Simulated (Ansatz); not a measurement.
# CuO: the cost of one run

Program: Ansatz 0.2.0. Level of theory: DFT PBE, scalar-relativistic, plane waves, PAW. These are calculated values, not measurements.

**1. Starting point**

Symmetry: Cccm, No. 66, orthorhombic system. The conventional cell has a = 4.165 Å, b = 4.175 Å, c = 5.152 Å, α = 90.00°, β = 90.00°, γ = 90.00°. Cu (site symmetry 2/m) is surrounded by 4 O at 1.96 Å. O (site symmetry 222) is surrounded by 4 Cu at 1.96 Å.

Coordinates:

```xyz
4
Lattice="2.0811 -2.0823 0.1631 2.0811 2.0823 0.1631 -0.4030 0.0000 5.1360" Properties=species:S:1:pos:R:3 pbc="T T T"
Cu    1.0405    1.0411    0.0816
Cu    0.8390   -1.0411    2.6496
O     1.9803   -0.0001    1.4472
O     1.7788    0.0001    4.0152
```

An earlier run at PBE left this cell at 11.197 Å³/atom and 0.00 GPa (12×12×8 mesh).

Volume factors to run: 0.980, 1.020, 0.960, 1.040.

**2. Volume × 0.980**

input.yaml

```yaml
crystal:
  lattice:
    - [2.0670878221, -2.0683073346, 0.1620539785]
    - [2.0670878221, 2.0683073346, 0.1620539785]
    - [-0.4002961267, 0.0, 5.1015559895]
  atoms:
    - { symbol: Cu, position: [0.0, 0.5, 0.0] }
    - { symbol: Cu, position: [0.5, 0.0, 0.5] }
    - { symbol: O, position: [0.5000133234, 0.4999866766, 0.25] }
    - { symbol: O, position: [0.4999866766, 0.5000133234, 0.75] }
basis:
  ecutwfc: 420
  ecutrho_ratio: 4
kpoints:
  mp_grid: { grid: [12, 12, 8] }
hamiltonian:
  xc: pbe
scf:
  occupations: { method: gaussian, width: 0.05 }
output:
  forces: true
  stress: true
  eigenvalues: true
relax:
  f_tol: 0.01
  max_steps: 40
  cell: { stress_tol: 0.1, fix: [volume] }
```

Run with:

```
$ ansatz run input.yaml --threads 4 --pin off --max-ram 10240MiB --backend cpu --events-out ev --progress --plain --runs-dir out
```

Q: Estimate wall time and peak memory on 4 threads of Intel Xeon 6975P-C (Granite Rapids), shared host.

About 10 s, with a peak of 0.68 GiB.
